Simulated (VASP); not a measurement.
# PbSe (Fm-3m) in VASP: single point with PBE

Aim: the single point of PbSe with PBE.

Everything below comes from runs of VASP 6.6.1. Logs are shortened: lines on timing, memory, paths and dates and some standing lists are left out, and cuts for length are marked.

**The experiment to reproduce.**

A printed reference work, monograph reports, for a bulk crystal of PbSe at 300 K: band gap 0.28 eV (direct).

How close the calculation comes is told below.

### 1 The cell of the first run

Symmetry: Fm-3m, No. 225, cubic system. The conventional cell has a = 6.216 Å, b = 6.216 Å, c = 6.216 Å, α = 90.00°, β = 90.00°, γ = 90.00°. Pb (site symmetry m-3m) has 6 Se at 3.11 Å within 4.1 Å. Within 4.1 Å of Se (site symmetry m-3m) lie 6 Pb at 3.11 Å.

### 2 Single point, PBE

Contents of INCAR:

```
SYSTEM = PbSe
ALGO = Normal
EDIFF = 1E-6
ENCUT = 500
GGA = PE
GGA_COMPAT = .False.
ISIF = 2
ISMEAR = 0
LASPH = .True.
LCHARG = .False.
LREAL = .False.
LWAVE = .False.
NBANDS = 17
NELM = 120
PREC = Accurate
SIGMA = 0.01
```

Contents of KPOINTS:

```
k-points
0
Gamma
  6 6 6
  0 0 0
```

Contents of POSCAR:

```
PbSe
1.0
    0.0000000000      3.1079560583      3.1079560583
    3.1079560583      0.0000000000      3.1079560583
    3.1079560583      3.1079560583      0.0000000000
Pb Se
1 1
Direct
    0.0000000000      0.0000000000      0.0000000000
    0.5000000000      0.5000000000      0.5000000000
```

Potentials or basis: VASP PAW PBE potentials, release 64 (Pb_d, Se).

Started as:

```bash
$ cat potpaw_PBE.64/Pb_d/POTCAR potpaw_PBE.64/Se/POTCAR > POTCAR
$ mpirun -np 1 vasp_std > vasp.out
```

OUTCAR:

```text
SYSTEM = PbSe
   EDIFF = 1E-6
   ENCUT = 500
   GGA = PE
   ISIF = 2
   ISMEAR = 0
   LASPH = .True.
   LREAL = .False.
   NELM = 120
   PREC = Accurate

 ion  position               nearest neighbor table
   1  0.000  0.000  0.000-   2 3.11   2 3.11   2 3.11   2 3.11   2 3.11   2 3.11
   2  0.500  0.500  0.500-   1 3.11   1 3.11   1 3.11   1 3.11   1 3.11   1 3.11

  LATTYP: Found a face centered cubic cell.
 ALAT       =     6.2159121166

  Lattice vectors:

 A1 = (   0.0000000000,   3.1079560583,   3.1079560583)
 A2 = (   3.1079560583,   0.0000000000,   3.1079560583)
 A3 = (   3.1079560583,   3.1079560583,   0.0000000000)

Analysis of symmetry for initial positions (statically):
=====================================================================
 Subroutine PRICEL returns:
 Original cell was already a primitive cell.

 Routine SETGRP: Setting up the symmetry group for a
 face centered cubic supercell.

 Subroutine GETGRP returns: Found 48 space group operations
 (whereof 48 operations were pure point group operations)
 out of a pool of 48 trial point group operations.

The static configuration has the point symmetry O_h .

Analysis of symmetry for dynamics (positions and initial velocities):
=====================================================================
 Subroutine PRICEL returns:
 Original cell was already a primitive cell.

 Routine SETGRP: Setting up the symmetry group for a
 face centered cubic supercell.

 Subroutine GETGRP returns: Found 48 space group operations
 (whereof 48 operations were pure point group operations)
 out of a pool of 48 trial point group operations.

The dynamic configuration has the point symmetry O_h .

 Subroutine INISYM returns: Found 48 space group operations
 (whereof 48 operations are pure point group operations),
 and found     1 'primitive' translations

----------------------------------------------------------------------------------------

                                     Primitive cell

  volume of cell :      60.0419

  direct lattice vectors                    reciprocal lattice vectors
     0.000000000  3.107956058  3.107956058    -0.160877435  0.160877435  0.160877435
     3.107956058  0.000000000  3.107956058     0.160877435 -0.160877435  0.160877435
     3.107956058  3.107956058  0.000000000     0.160877435  0.160877435 -0.160877435

  length of vectors
     4.395313609  4.395313609  4.395313609     0.278647892  0.278647892  0.278647892

  position of ions in fractional coordinates (direct lattice)
     0.000000000  0.000000000  0.000000000
     0.500000000  0.500000000  0.500000000

  ion indices of the primitive-cell ions
[... 66 lines left out ...]
   EDIFF  = 0.1E-05   stopping-criterion for ELM
   LREAL  =      F    real-space projection
   EDIFFG = 0.1E-04   stopping-criterion for IOM
   NSW    =      0    number of steps for IOM
   IBRION =     -1    ionic relax: 0-MD 1-quasi-New 2-CG
   NFREE  =      0    steps in history (QN), initial steepest desc. (CG)
   ISIF   =      2    stress and relaxation
   ISYM   =      2    0-nonsym 1-usesym 2-fastsym
   POTIM  = 0.5000    time-step for ionic-motion
   TEBEG  =    0.0;   TEEND  =   0.0 temperature during run
   PSTRESS=    0.0 pullay stress
   NELECT =      20.0000    total number of electrons
   NUPDOWN=      -1.0000    fix difference up-down
   EMIN   =  10.00;   EMAX   =-10.00  energy-range for DOS
   EFERMI =   0.00;   METHOD = LEGACY
   ISMEAR =     0;   SIGMA  =   0.01  broadening in eV -4-tet -1-fermi 0-gaus
   EFERMI_NEDOS =   21; number of points for ismear=-14 and -15
   IALGO  =     38    algorithm
   IMIX   =      4    mixing-type and parameters
     AMIX     =   0.40;   BMIX     =  1.00
     AMIX_MAG =   1.60;   BMIX_MAG =  1.00
  volume/ion in A,a.u.               =      30.02       202.59
  Fermi-wavevector in a.u.,A,eV,Ry     =   1.134836  2.144530 17.522316  1.287854
  Thomas-Fermi vector in A             =   2.271541
   LORBIT       =      0    0 simple, 1 ext, 2 COOP (PROOUT), +10 PAW based schemes
   GGA     = PE    functional components
   LHFCALC =     F    Hartree Fock is set to
   AEXX    =    0.0000 exact exchange contribution
   IVDW    =     0    specifies the selected vdW correction
   LEPSILON=     F    determine dielectric tensor
   LRPA    =     F    only Hartree local field effects (RPA)
 non-spin polarized calculation
 Gauss-broadening in eV      SIGMA  =   0.01
  energy-cutoff  :      500.00
  volume of cell :       60.04
 maximum number of plane-waves:      1536
   NGX = 17   NGY = 17   NGZ = 17

 number of electron      19.9999995 magnetization

 Free energy of the ion-electron system (eV)
  ---------------------------------------------------
  ext. energy  EPLUGINS =         0.00000000
  ---------------------------------------------------
  free energy    TOTEN  =        -8.20109763 eV

  energy without entropy =       -8.20109763  energy(sigma->0) =       -8.20109763

 E-fermi :   4.5774     XC(G=0):  -9.3204

 val. band max:        4.4764210624   @ k =   0.5000   0.0000   0.0000
 cond. band min:       4.9128442605   @ k =   0.5000   0.0000   0.0000
 fundamental gap:      0.4364231980
 Fermi energy:         4.5774414479

 k-point     1 :       0.0000    0.0000    0.0000
  band No.  band energies     occupation
      1     -12.2563      2.00000
      2     -12.2563      2.00000
      3     -12.2563      2.00000
      4     -12.2502      2.00000
      5     -12.2502      2.00000
      6      -8.7059      2.00000
[... 297 lines left out ...]
      4     -12.2326      2.00000
      5     -12.2192      2.00000
      6      -7.4186      2.00000
[... 9 lines left out ...]
     16      15.9790      0.00000
     17      17.1269      0.00000

------------------------ aborting loop because EDIFF is reached ----------------------------------------

  FORCE on cell =-STRESS in cart. coord.  units (eV):
  Direction    XX          YY          ZZ          XY          YZ          ZX
  --------------------------------------------------------------------------------------
  -------------------------------------------------------------------------------------
  Total       -0.0055311     -0.0055311     -0.0055311     -0.0000000     -0.0000000      0.0000000
  in kB       -0.1475945     -0.1475945     -0.1475945     -0.0000000     -0.0000000      0.0000000
  external PRESSURE =      -0.1475945 kB  Pullay stress =       0.0000000 kB

 VOLUME and BASIS-vectors are now :
 -----------------------------------------------------------------------------
  energy-cutoff  :      500.00
  volume of cell :       60.04
      direct lattice vectors                 reciprocal lattice vectors
     0.000000000  3.107956058  3.107956058    -0.160877435  0.160877435  0.160877435
     3.107956058  0.000000000  3.107956058     0.160877435 -0.160877435  0.160877435
     3.107956058  3.107956058  0.000000000     0.160877435  0.160877435 -0.160877435

 POSITION                                       TOTAL-FORCE (eV/Angst)
 -----------------------------------------------------------------------------------
      0.00000      0.00000      0.00000        -0.000000     -0.000000      0.000000
      3.10796      3.10796      3.10796         0.000000      0.000000     -0.000000
 -----------------------------------------------------------------------------------
    total drift:                                0.000000     -0.000000     -0.000000

  FREE ENERGIE OF THE ION-ELECTRON SYSTEM (eV)
  ---------------------------------------------------
  free  energy   TOTEN  =        -8.2010976290 eV

  energy  without entropy=       -8.2010976290  energy(sigma->0) =       -8.20109763
```

OSZICAR:

```text
N       E                     dE             d eps       ncg     rms          rms(c)
DAV:   1     0.160384437173E+03    0.16038E+03   -0.93755E+03   552   0.116E+03
DAV:   2     0.290600227091E+01   -0.15748E+03   -0.15148E+03   585   0.307E+02
DAV:   3    -0.821491562253E+01   -0.11121E+02   -0.11047E+02   660   0.880E+01
DAV:   4    -0.851056780108E+01   -0.29565E+00   -0.29546E+00   677   0.161E+01
DAV:   5    -0.852068878762E+01   -0.10121E-01   -0.10121E-01   745   0.279E+00    0.271E+00
DAV:   6    -0.820173897578E+01    0.31895E+00   -0.81738E-01   796   0.588E+00    0.147E+00
DAV:   7    -0.819788367843E+01    0.38553E-02   -0.12601E-01   645   0.165E+00    0.843E-01
DAV:   8    -0.820159452322E+01   -0.37108E-02   -0.14709E-02   634   0.126E+00    0.195E-01
DAV:   9    -0.820099974784E+01    0.59478E-03   -0.32008E-03   825   0.511E-01    0.595E-02
DAV:  10    -0.820109054650E+01   -0.90799E-04   -0.24478E-04   610   0.890E-02    0.212E-02
DAV:  11    -0.820109762373E+01   -0.70772E-05   -0.55599E-05   708   0.754E-02    0.834E-03
DAV:  12    -0.820109762898E+01   -0.52578E-08   -0.28495E-06   694   0.112E-02
   1 F= -.82010976E+01 E0= -.82010976E+01  d E =-.499765E-48
```

Run time: 14 s. Hardware: 1 thread of Intel Xeon Platinum 8375C at 2.90GHz (Ice Lake), shared host; peak memory 0.17 GiB.

Results:

- Free energy: -8.2011 eV
- Pressure: 0.0 GPa
- Band gap on the k mesh: 0.44 eV

Caveat: spin-orbit coupling is left out, which moves the levels of the heavy elements.

### 3 Against experiment

Step 2. Against the measured gap of PbSe, 0.28 eV (direct; 300 K; a printed reference work, monograph), the calculated 0.44 eV is off by +0.16 eV. 2 values of this kind are on record (0.15 to 0.28 eV); this one was drawn at random. Spin-orbit coupling on Pb, Se is left out. The value is that of PBE on a finite k mesh, which can miss the band edges, without temperature or zero-point motion.
